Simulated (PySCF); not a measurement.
Compound: 1,3-cyclopentadiene, C5H6.
Structure used (PBE0-D3(BJ)/def2-SVP), in Å, numbered top down from 1:
```xyz
11
C5H6 angstrom
C     -1.0527    0.7479   -0.1973
C      0.2328    1.1589   -0.1499
C      1.1133   -0.0247    0.0967
C      0.1523   -1.1676    0.1831
C     -1.1029   -0.7001    0.0099
H     -1.9256    1.3821   -0.3630
H      0.5963    2.1804   -0.2687
H      1.7068    0.0874    1.0238
H      1.8530   -0.1663   -0.7138
H      0.4445   -2.2036    0.3591
H     -2.0185   -1.2945    0.0202
```

The computed photoelectron lines, unassigned: C 1s: 289.92 (area 2), 290.25 (area 2), 290.95 (area 1) eV.

The calculation used delta-SCF UKS SCAN, pcX-2 on the ionised atom, pcseg-1 elsewhere, spin-free X2C (PySCF 2.14.0). Geometry: PBE0-D3(BJ)/def2-SVP; no solvent, vibrations or thermal averaging.

**Question.** Order the carbon atoms by C 1s binding energy.

**Answer.** 289.92 eV: C2/C4 (alkene CH carbon); 290.25 eV: C1/C5 (alkene CH carbon); 290.95 eV: C3 (allylic carbon). Lowest listed C 1s: C2/C4, bonded to C (double bond), C and H. Highest, 1.03 eV above it: C3, bonded to 2 C and 2 H. Summing the Pauling electronegativity differences to the bonded atoms, each weighted by its formal bond order, gives -0.35 for the lowest site and -0.70 for the highest; the largest sum, -0.35, belongs to C1/C5, 0.70 eV below the top. The smallest sum, -0.70, belongs to C3, 1.03 eV above the lowest.

Bonded neighbours of each site: C1/C5: C (double bond), C and H; C2/C4: C (double bond), C and H; C3: 2 C and 2 H.

**Question.** What is the longest wavelength that can ionise C 1s of C2/C4 vertically?

**Answer.** λ = hc/E = 12398.42 eV Å / 289.92 eV = 42.765 Å.

Atoms equivalent by their bonding share one computed value, that of the first of them. The unrestricted hole states depart most from a pure doublet (⟨S²⟩ = 0.75; over 0.85 named) for C 1s of C1/C5 (0.86), which makes this value less certain.

Time: 23 s of wall time. Hardware: an Arm Neoverse V1 with one thread, on a shared host.
